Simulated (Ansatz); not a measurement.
Runs of Ansatz 0.2.0 on Si2W. It takes space group I4/mmm (No. 139, tetragonal). Conventional cell: a = 3.214 Å, b = 3.214 Å, c = 7.830 Å, α = 90.00°, β = 90.00°, γ = 90.00°. Around W (site symmetry 4/mmm) lie 10 Si at 2.62 Å. Si (site symmetry 4mm) is surrounded by 5 Si at 2.59 to 2.63 Å and 5 W at 2.62 Å. 

```tsv
task	level	cell	smearing	gap on the mesh (eV)	pressure (GPa)	relaxed volume (Å³/atom)	largest force (eV/Å)
relaxation of cell and atoms	BLYP+D3(BJ)	relaxed	fermi-dirac 0.05 eV	none	0.0	13.22	-
single point	PBE	as given	gaussian 0.03 eV	none	3.3	-	0.08
single point	PBE	as given	gaussian 0.029 eV	none	3.3	-	0.08
relaxation of cell and atoms	BLYP+D4	relaxed	fermi-dirac 0.05 eV	none	0.0	(a)	-
```

Alike in all rows: potentials or basis Ansatz PAW; no spin polarisation; k mesh 12 × 12 × 12; cutoff (eV) 420.

Q: Fill in the values left out.

A: (a) 13.45.

Caveats: the plane-wave basis is chosen anew once the cell has moved, so the energies of steps on either side of that aren't comparable (some runs); pairwise dispersion overbinds metals, which lowers pressure and volume (some runs); the PAW data sets come from PBE, with cores solved anew for the run's functional, which leaves a small shift of forces and pressure (some runs).

A k mesh can miss the band edges, and the runs leave out spin-orbit coupling on W.

A gap of «none» marks a metal or a gap under the smearing width.
